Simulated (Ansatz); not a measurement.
Take Li3N (space group P6/mmm, No. 191; a = 3.6098 Å, c = 3.8558 Å) as the base. Axes: x lies along a and z along c of the hexagonal cell.

All numbers come from Ansatz (a first-principles code), r2SCAN, PAW, cutoff 500 eV, no spin-orbit coupling.

Before the change:

```
Property     Value
--------  --------
Pressure  0.00 GPa
```

It is then changed as follows: compressive biaxial strain of 0.43 % in the plane normal to [001], as in epitaxy on a mismatched substrate; the out-of-plane cell vector and the atoms relax.

Problem. What happens to the pressure?

Solution. The pressure (mean of the normal stresses, compression positive) goes from zero to 0.48 GPa.

No phonon test of stability was made.
